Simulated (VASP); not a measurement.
# AgCl (Chlorargyrite) (Fm-3m) in VASP: a series of runs

One crystal, AgCl (Chlorargyrite), is run at these levels: LDA; tasks: relaxation of the atoms.

All numbers are computed with VASP 6.6.1; they aren't measurements. Logs are shortened: lines on timing, memory, paths and dates and some standing lists are left out, and cuts for length are marked.

**The experiment to reproduce.**

A printed reference work, data compilation reports, for a bulk crystal of AgCl: band gap 3.249 eV (indirect).

The results are compared with them further down.

## Step 1: The structure

Symmetry: Fm-3m, No. 225, cubic system. The conventional cell has a = 5.356 Å, b = 5.356 Å, c = 5.356 Å, α = 90.00°, β = 90.00°, γ = 90.00°. Around Ag (site symmetry m-3m) lie 6 Cl at 2.68 Å. Cl (site symmetry m-3m) has 6 Ag at 2.68 Å as nearest neighbours.

## Step 2: Relaxation of the atoms, LDA (a relaxed cell with its volume scaled by 0.94)

File INCAR:

```
ALGO = Normal ; EDIFF = 1E-7
EDIFFG = -0.01 ; ENCUT = 600
GGA = CA ; IBRION = 2
ISIF = 2 ; ISMEAR = 0
LASPH = True ; LCHARG = False
LREAL = False ; LWAVE = False
NELM = 80 ; NSW = 40
PREC = Accurate ; SIGMA = 0.03
```

File KPOINTS:

```
k-points
0
Gamma
  8 8 8
```

File POSCAR:

```
AgCl                                    
1.0
    0.0000000000      2.6234202872      2.6234202872
    2.6234202872      0.0000000000      2.6234202872
    2.6234202872      2.6234202872      0.0000000000
  Ag              Cl            
     1     1
Direct
     0.0000000000000000    0.0000000000000000    0.0000000000000000
     0.5000000000000000    0.5000000000000000    0.5000000000000000
```

Potentials or basis: VASP PAW LDA potentials, release 64 (Ag, Cl).

The run is started by

```bash
$ cat potpaw_LDA.64/Ag/POTCAR potpaw_LDA.64/Cl/POTCAR > POTCAR
$ mpirun -np 1 vasp_std > vasp.out
```

OUTCAR:

```text
EDIFF = 1E-7
   EDIFFG = -0.01
   ENCUT = 600
   GGA = CA
   IBRION = 2
   ISIF = 2
   ISMEAR = 0
   LASPH = True
   LREAL = False
   NELM = 80
   NSW = 40
   PREC = Accurate

 ion  position               nearest neighbor table
   1  0.000  0.000  0.000-   2 2.62   2 2.62   2 2.62   2 2.62   2 2.62   2 2.62
   2  0.500  0.500  0.500-   1 2.62   1 2.62   1 2.62   1 2.62   1 2.62   1 2.62

  LATTYP: Found a face centered cubic cell.
 ALAT       =     5.2468405744

  Lattice vectors:

 A1 = (   0.0000000000,   2.6234202872,   2.6234202872)
 A2 = (   2.6234202872,   0.0000000000,   2.6234202872)
 A3 = (   2.6234202872,   2.6234202872,   0.0000000000)

Analysis of symmetry for initial positions (statically):
=====================================================================
 Subroutine PRICEL returns:
 Original cell was already a primitive cell.

 Routine SETGRP: Setting up the symmetry group for a
 face centered cubic supercell.

 Subroutine GETGRP returns: Found 48 space group operations
 (whereof 48 operations were pure point group operations)
 out of a pool of 48 trial point group operations.

The static configuration has the point symmetry O_h .

Analysis of symmetry for dynamics (positions and initial velocities):
=====================================================================
 Subroutine PRICEL returns:
 Original cell was already a primitive cell.

 Routine SETGRP: Setting up the symmetry group for a
 face centered cubic supercell.

 Subroutine GETGRP returns: Found 48 space group operations
 (whereof 48 operations were pure point group operations)
 out of a pool of 48 trial point group operations.

The dynamic configuration has the point symmetry O_h .

 Subroutine INISYM returns: Found 48 space group operations
 (whereof 48 operations are pure point group operations),
 and found     1 'primitive' translations

----------------------------------------------------------------------------------------

                                     Primitive cell

  volume of cell :      36.1105

  direct lattice vectors                    reciprocal lattice vectors
     0.000000000  2.623420287  2.623420287    -0.190590887  0.190590887  0.190590887
     2.623420287  0.000000000  2.623420287     0.190590887 -0.190590887  0.190590887
     2.623420287  2.623420287  0.000000000     0.190590887  0.190590887 -0.190590887

  length of vectors
     3.710076550  3.710076550  3.710076550     0.330113100  0.330113100  0.330113100

  position of ions in fractional coordinates (direct lattice)
     0.000000000  0.000000000  0.000000000
     0.500000000  0.500000000  0.500000000

  ion indices of the primitive-cell ions
   primitive index   ion index
                 1           1
                 2           2

----------------------------------------------------------------------------------------

 KPOINTS: k-points

Automatic generation of k-mesh.
 Grid dimensions read from file:
 generate k-points for:    8    8    8

 Generating k-lattice:

  Cartesian coordinates                     Fractional coordinates (reciprocal lattice)
    -0.023823861  0.023823861  0.023823861     0.125000000  0.000000000  0.000000000
     0.023823861 -0.023823861  0.023823861     0.000000000  0.125000000  0.000000000
     0.023823861  0.023823861 -0.023823861     0.000000000  0.000000000  0.125000000

  Length of vectors
     0.041264138  0.041264138  0.041264138

  Shift w.r.t. Gamma in fractional coordinates (k-lattice)
     0.000000000  0.000000000  0.000000000

 Subroutine IBZKPT returns following result:
 ===========================================

 Found     29 irreducible k-points:

 Following reciprocal coordinates:
            Coordinates               Weight
  0.000000  0.000000  0.000000      1.000000
  0.125000  0.000000  0.000000      8.000000
  0.250000  0.000000  0.000000      8.000000
  0.375000  0.000000  0.000000      8.000000
  0.500000  0.000000  0.000000      4.000000
  0.125000  0.125000  0.000000      6.000000
[... 16 lines left out ...]
  0.500000  0.250000  0.125000     48.000000
 -0.375000  0.250000  0.125000     24.000000
 [... further k-points ...]
   k-points           NKPTS =     29   k-points in BZ     NKDIM =     29   number of bands    NBANDS=     13
   number of dos      NEDOS =    301   number of ions     NIONS =      2
   total plane-waves  NPLWV =  27000
   dimension x,y,z NGX =    30 NGY =   30 NGZ =   30
   dimension x,y,z NGXF=    60 NGYF=   60 NGZF=   60
   ions per type =               1   1
   NGX,Y,Z   is equivalent  to a cutoff of  13.44, 13.44, 13.44 a.u.
   NGXF,Y,Z  is equivalent  to a cutoff of  26.89, 26.89, 26.89 a.u.
 SYSTEM =  unknown system
   PREC   = accura    normal or accurate (medium, high low for compatibility)
   ISTART =      0    job   : 0-new  1-cont  2-samecut
   ICHARG =      2    charge: 1-file 2-atom 10-const
   ISPIN  =      1    spin polarized calculation?
   LNONCOLLINEAR =      F non collinear calculations
   LSORBIT =      F    spin-orbit coupling
   LASPH  =      T    aspherical Exc in radial PAW
   ENCUT  =  600.0 eV  44.10 Ry    6.64 a.u.   7.41  7.41  7.41*2*pi/ulx,y,z
   NELM   =     80;   NELMIN=  2; NELMDL= -5     # of ELM steps
   EDIFF  = 0.1E-06   stopping-criterion for ELM
   LREAL  =      F    real-space projection
   EDIFFG = -.1E-01   stopping-criterion for IOM
   NSW    =     40    number of steps for IOM
   IBRION =      2    ionic relax: 0-MD 1-quasi-New 2-CG
   NFREE  =      1    steps in history (QN), initial steepest desc. (CG)
   ISIF   =      2    stress and relaxation
   ISYM   =      2    0-nonsym 1-usesym 2-fastsym
   POTIM  = 0.5000    time-step for ionic-motion
   TEBEG  =    0.0;   TEEND  =   0.0 temperature during run
   PSTRESS=    0.0 pullay stress
   NELECT =      18.0000    total number of electrons
   NUPDOWN=      -1.0000    fix difference up-down
   EMIN   =  10.00;   EMAX   =-10.00  energy-range for DOS
   EFERMI =   0.00;   METHOD = LEGACY
   ISMEAR =     0;   SIGMA  =   0.03  broadening in eV -4-tet -1-fermi 0-gaus
   EFERMI_NEDOS =   21; number of points for ismear=-14 and -15
   IALGO  =     38    algorithm
   IMIX   =      4    mixing-type and parameters
     AMIX     =   0.40;   BMIX     =  1.00
     AMIX_MAG =   1.60;   BMIX_MAG =  1.00
  volume/ion in A,a.u.               =      18.06       121.84
  Fermi-wavevector in a.u.,A,eV,Ry     =   1.298039  2.452938 22.924533  1.684906
  Thomas-Fermi vector in A             =   2.429393
   LORBIT       =      0    0 simple, 1 ext, 2 COOP (PROOUT), +10 PAW based schemes
   GGA     = CA    functional components
   LHFCALC =     F    Hartree Fock is set to
   AEXX    =    0.0000 exact exchange contribution
   IVDW    =     0    specifies the selected vdW correction
   LEPSILON=     F    determine dielectric tensor
   LRPA    =     F    only Hartree local field effects (RPA)
 conjugate gradient relaxation of ions
 non-spin polarized calculation
 Gauss-broadening in eV      SIGMA  =   0.03
  energy-cutoff  :      600.00
  volume of cell :       36.11
 maximum number of plane-waves:      1243
 NGX is ok and might be reduce to    30
   NGX = 15   NGY = 15   NGZ = 15

 number of electron      18.0000001 magnetization

 Free energy of the ion-electron system (eV)
  ---------------------------------------------------
  ext. energy  EPLUGINS =         0.00000000
  ---------------------------------------------------
  free energy    TOTEN  =        -6.75862555 eV

  energy without entropy =       -6.75862555  energy(sigma->0) =       -6.75862555

 E-fermi :   6.0508     XC(G=0): -11.2978

 val. band max:        5.9209642508   @ k =   0.5000   0.0000   0.0000
 cond. band min:       6.6115086434   @ k =   0.0000   0.0000   0.0000
 fundamental gap:      0.6905443926
 Fermi energy:         6.0508203230

 k-point     1 :       0.0000    0.0000    0.0000
  band No.  band energies     occupation
      1     -10.3799      2.00000
      2       2.5802      2.00000
      3       2.5802      2.00000
      4       2.5802      2.00000
      5       2.6335      2.00000
      6       2.6335      2.00000
      7       2.8868      2.00000
      8       2.8868      2.00000
      9       2.8868      2.00000
     10       6.6115      0.00000
     11      16.6063      0.00000
     12      16.6063      0.00000
     13      16.6063      0.00000

 k-point     2 :       0.1250    0.0000    0.0000
  band No.  band energies     occupation
      1     -10.2835      2.00000
      2       1.7576      2.00000
      3       1.8211      2.00000
      4       1.8211      2.00000
      5       2.6626      2.00000
      6       2.6626      2.00000
      7       3.0262      2.00000
      8       3.8029      2.00000
      9       3.8029      2.00000
     10       7.4471      0.00000
     11      15.0745      0.00000
     12      16.2918      0.00000
     13      16.2918      0.00000

 k-point     3 :       0.2500    0.0000    0.0000
  band No.  band energies     occupation
      1     -10.0359      2.00000
      2       0.4567      2.00000
      3       1.1020      2.00000
      4       1.1020      2.00000
      5       2.8557      2.00000
      6       2.8557      2.00000
      7       3.2200      2.00000
      8       4.8099      2.00000
      9       4.8099      2.00000
     10       8.8556      0.00000
     11      13.4796      0.00000
     12      14.8656      0.00000
     13      14.8656      0.00000

 k-point     4 :       0.3750    0.0000    0.0000
  band No.  band energies     occupation
      1      -9.7627      2.00000
      2      -0.5533      2.00000
      3       0.6463      2.00000
      4       0.6463      2.00000
      5       3.0608      2.00000
      6       3.0608      2.00000
      7       3.4561      2.00000
      8       5.6031      2.00000
      9       5.6031      2.00000
     10       9.4707      0.00000
     11      13.0402      0.00000
     12      13.5321      0.00000
     13      13.5321      0.00000

 k-point     5 :       0.5000    0.0000    0.0000
  band No.  band energies     occupation
      1      -9.6403      2.00000
      2      -0.9327      2.00000
      3       0.4907      2.00000
      4       0.4907      2.00000
      5       3.1496      2.00000
      6       3.1496      2.00000
      7       3.5760      2.00000
      8       5.9210      2.00000
      9       5.9210      2.00000
     10       9.3957      0.00000
     11      13.0122      0.00000
     12      13.0122      0.00000
     13      13.2646      0.00000
[... 257 lines left out ...]
 k-point    22 :       0.3750    0.2500    0.1250
  band No.  band energies     occupation
      1      -9.8869      2.00000
      2      -0.0273      2.00000
      3       1.0092      2.00000
      4       1.3989      2.00000
      5       2.7228      2.00000
      6       3.0277      2.00000
      7       3.6169      2.00000
      8       3.6373      2.00000
      9       5.1409      2.00000
     10       9.9779      0.00000
     11      12.5146      0.00000
     12      13.6796      0.00000
     13      15.2725      0.00000

 k-point    23 :       0.5000    0.2500    0.1250
  band No.  band energies     occupation
      1      -9.6945      2.00000
      2      -0.3193      2.00000
      3       0.6364      2.00000
      4       0.9105      2.00000
      5       2.9085      2.00000
      6       3.1607      2.00000
      7       3.5067      2.00000
      8       4.1619      2.00000
      9       5.3809      2.00000
     10      10.5788      0.00000
     11      11.6314      0.00000
     12      13.6113      0.00000
     13      14.6294      0.00000

 k-point    24 :      -0.3750    0.2500    0.1250
  band No.  band energies     occupation
      1      -9.6110      2.00000
      2      -0.4184      2.00000
      3       0.5434      2.00000
      4       0.6359      2.00000
      5       3.0539      2.00000
      6       3.1463      2.00000
      7       3.4872      2.00000
      8       4.6001      2.00000
      9       5.1987      2.00000
     10      10.9477      0.00000
     11      11.1256      0.00000
     12      13.9588      0.00000
     13      14.2119      0.00000

 [... further k-points ...]
[... 5 lines left out ...]
  --------------------------------------------------------------------------------------
  -------------------------------------------------------------------------------------
  Total        1.1279947      1.1279947      1.1279947     -0.0000000      0.0000000     -0.0000000
  in kB       50.0476906     50.0476906     50.0476906     -0.0000000      0.0000000     -0.0000000
  external PRESSURE =      50.0476906 kB  Pullay stress =       0.0000000 kB

 VOLUME and BASIS-vectors are now :
 -----------------------------------------------------------------------------
  energy-cutoff  :      600.00
  volume of cell :       36.11
      direct lattice vectors                 reciprocal lattice vectors
     0.000000000  2.623420287  2.623420287    -0.190590887  0.190590887  0.190590887
     2.623420287  0.000000000  2.623420287     0.190590887 -0.190590887  0.190590887
     2.623420287  2.623420287  0.000000000     0.190590887  0.190590887 -0.190590887

 POSITION                                       TOTAL-FORCE (eV/Angst)
 -----------------------------------------------------------------------------------
      0.00000      0.00000      0.00000         0.000000     -0.000000      0.000000
      2.62342      2.62342      2.62342         0.000000      0.000000     -0.000000
 -----------------------------------------------------------------------------------
    total drift:                               -0.000000      0.000000      0.000000

  FREE ENERGIE OF THE ION-ELECTRON SYSTEM (eV)
  ---------------------------------------------------
  free  energy   TOTEN  =        -6.7586255476 eV

  energy  without entropy=       -6.7586255476  energy(sigma->0) =       -6.75862555

 reached required accuracy - stopping structural energy minimisation
```

Run time: 8 s. Hardware: 1 thread of AMD EPYC 9R45 (Zen 5), shared host; peak memory 0.13 GiB.

What came out:

| Quantity | Value |
| --- | --- |
| Free energy | -6.7586 eV |
| Pressure after relaxing | 5.0 GPa |
| Band gap on the k mesh | 0.69 eV, indirect (least direct gap 3.47 eV) |

Final structure:
```
Ag Cl
1.0
     0.00000    2.62342    2.62342
     2.62342    0.00000    2.62342
     2.62342    2.62342    0.00000
Ag Cl
1 1
Cartesian
  0.0000 0.0000 0.0000
  2.6234 2.6234 2.6234
```

Caveat: the relaxation stopped at its first step, so nothing moved. A k mesh can miss the band edges.

## Step 3: Relaxation of the atoms, LDA (a relaxed cell with its volume scaled by 0.96)

INCAR is that of step 2.

KPOINTS is that of step 2.

File POSCAR:

```
AgCl                                    
1.0
    0.0000000000      2.6418956867      2.6418956867
    2.6418956867      0.0000000000      2.6418956867
    2.6418956867      2.6418956867      0.0000000000
  Ag              Cl            
     1     1
Direct
     0.0000000000000000    0.0000000000000000    0.0000000000000000
     0.5000000000000000    0.5000000000000000    0.5000000000000000
```

Potentials or basis: VASP PAW LDA potentials, release 64 (Ag, Cl).

The run is started by

```bash
$ cat potpaw_LDA.64/Ag/POTCAR potpaw_LDA.64/Cl/POTCAR > POTCAR
$ mpirun -np 1 vasp_std > vasp.out
```

It took 8 s on 1 thread of AMD EPYC 9R45 (Zen 5), shared host; peak memory 0.13 GiB.

The run converged. Its results:

```
Free energy             : -6.7783 eV
Pressure after relaxing : 3.1 GPa
Band gap on the k mesh  : 0.68 eV, indirect (least direct gap 3.54 eV)
```

Final structure:
```cif
data_structure
_symmetry_space_group_name_H-M 'P 1'
_symmetry_Int_Tables_number 1
_cell_length_a 3.7362
_cell_length_b 3.7362
_cell_length_c 3.7362
_cell_angle_alpha 60.000
_cell_angle_beta 60.000
_cell_angle_gamma 60.000
_cell_volume 36.88
loop_
_atom_site_label
_atom_site_type_symbol
_atom_site_fract_x
_atom_site_fract_y
_atom_site_fract_z
_atom_site_occupancy
Ag1 Ag 0.00000 0.00000 0.00000 1
Cl1 Cl 0.50000 0.50000 0.50000 1
```

Levels at points of the mesh, in eV from the valence-band top:
| k point | band 6 | band 7 | band 8 | band 9 | band 10 | band 11 | band 12 | band 13 |
| --- | --- | --- | --- | --- | --- | --- | --- | --- |
| (0.00, 0.00, 0.00) | -3.17 | -2.94 | -2.94 | -2.94 | 0.68 | 10.69 | 10.69 | 10.69 |
| (0.50, 0.00, 0.00) | -2.68 | -2.27 | 0.00 | 0.00 | 3.54 | 7.14 | 7.14 | 7.21 |
| (0.50, 0.50, 0.00) | -2.90 | -2.51 | -2.51 | -2.29 | 1.86 | 7.66 | 8.90 | 12.01 |

Caveat: the relaxation stopped at its first step, so nothing moved. A k mesh can miss the band edges.

## Step 4: Relaxation of the atoms, LDA (a relaxed cell with its volume scaled by 0.98)

INCAR is that of step 3.

KPOINTS is that of step 3.

File POSCAR:

```
AgCl                                    
1.0
    0.0000000000      2.6601162327      2.6601162327
    2.6601162327      0.0000000000      2.6601162327
    2.6601162327      2.6601162327      0.0000000000
  Ag              Cl            
     1     1
Direct
     0.0000000000000000    0.0000000000000000    0.0000000000000000
     0.5000000000000000    0.5000000000000000    0.5000000000000000
```

The run is started by

```bash
$ cat potpaw_LDA.64/Ag/POTCAR potpaw_LDA.64/Cl/POTCAR > POTCAR
$ mpirun -np 1 vasp_std > vasp.out
```

Run time: 8.1 s. Hardware: 1 thread of AMD EPYC 9R45 (Zen 5), shared host; peak memory 0.13 GiB.

The run converged. Its results:

| Quantity | Value |
| --- | --- |
| Free energy | -6.7894 eV |
| Pressure after relaxing | 1.4 GPa |
| Band gap on the k mesh | 0.66 eV, indirect (least direct gap 3.45 eV) |

Final structure:
```cif
data_structure
_symmetry_space_group_name_H-M 'P 1'
_symmetry_Int_Tables_number 1
_cell_length_a 3.7620
_cell_length_b 3.7620
_cell_length_c 3.7620
_cell_angle_alpha 60.000
_cell_angle_beta 60.000
_cell_angle_gamma 60.000
_cell_volume 37.65
loop_
_atom_site_label
_atom_site_type_symbol
_atom_site_fract_x
_atom_site_fract_y
_atom_site_fract_z
_atom_site_occupancy
Ag1 Ag 0.00000 0.00000 0.00000 1
Cl1 Cl 0.50000 0.50000 0.50000 1
```

Levels at points of the mesh, in eV from the valence-band top:
| k point | band 5 | band 6 | band 7 | band 8 | band 9 | band 10 | band 11 | band 12 | band 13 |
| --- | --- | --- | --- | --- | --- | --- | --- | --- | --- |
| (0.00, 0.00, 0.00) | -3.06 | -3.06 | -2.84 | -2.84 | -2.84 | 0.66 | 10.70 | 10.70 | 10.70 |
| (0.50, 0.00, 0.00) | -2.59 | -2.59 | -2.20 | 0.00 | 0.00 | 3.61 | 7.07 | 7.19 | 7.19 |
| (0.50, 0.50, 0.00) | -3.58 | -2.80 | -2.43 | -2.43 | -2.24 | 1.90 | 7.69 | 8.82 | 11.89 |

Caveat: the relaxation stopped at its first step, so nothing moved.

[end of part 1 of 2]
